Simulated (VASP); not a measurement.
Input of a VASP 6.6.1 run:

Contents of INCAR:

```
SYSTEM = Au
PREC = Accurate
ENCUT = 520
EDIFF = 1E-6
ISMEAR = 0
SIGMA = 0.05
LREAL = .False.
LASPH = .True.
NELM = 100
ALGO = Normal
ISIF = 2
LWAVE = .False.
LCHARG = .False.
GGA = PE
NBANDS = 12
```

Contents of KPOINTS:

```
Automatic mesh
0
Gamma
  8 8 8
  0 0 0
```

Contents of POSCAR:

```
Au
1.0
   -1.6191481830      1.6191481830      1.6191481830
    1.6191481830     -1.6191481830      1.6191481830
    1.6191481830      1.6191481830     -1.6191481830
Au
1
Direct
    0.0000000000      0.0000000000      0.0000000000
```

Potentials or basis: VASP PAW PBE potentials, release 64 (Au).

Run with:

```sh
$ cat potpaw_PBE.64/Au/POTCAR > POTCAR
$ mpirun -np 1 vasp_std > vasp.out
```

(1) Predict the pressure.

(2) What does it give for the band gap on the k mesh?

## Answers

(1) 9.1 GPa.

(2) none (metal or under the smearing width).
